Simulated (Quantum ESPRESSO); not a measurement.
MgO2, 12 atoms in the cell. Symmetry: Pa-3, No. 205, cubic system. Conventional cell: a = 4.829 Å, b = 4.829 Å, c = 4.829 Å, α = 90.00°, β = 90.00°, γ = 90.00°. Mg (site symmetry -3) is surrounded by 6 O at 2.07 Å. O (site symmetry 3) is surrounded by 1 O at 1.50 Å. The cell is a database's computed one.

```yaml
Program: Quantum ESPRESSO 7.5
Task: band structure
Functional: PBEsol
Potentials_or_basis: GBRV 1.5 PBEsol
Cutoff: 612 eV
Density_cutoff: 4898 eV
k_mesh: 6 × 6 × 6
Occupations: fermi-dirac, width 0.05 eV
Spin: no spin polarisation
Mixing_beta: 0.5
Most_SCF_iterations: 120
SCF_threshold: 2.4e-09 Ry
```

Potentials or basis: GBRV 1.5 PBEsol.

Launch:

```console
$ OMP_NUM_THREADS=1 mpirun -n 2 pw.x -nk 2 -in pw.in > pw.out
$ OMP_NUM_THREADS=1 mpirun -n 2 pw.x -nk 2 -in bands.in > bands.out
```

Hardware: 2 MPI ranks on Arm Neoverse V1 (shared host).

Problem. How long does it take, and how much memory?

Solution. It took 2.4 min on 2 MPI ranks on Arm Neoverse V1, with other jobs on the host, peak memory 0.56 GiB a rank. Counts: scf iterations 9, k pools 2, bands 57, k points 24, g dense 87655.
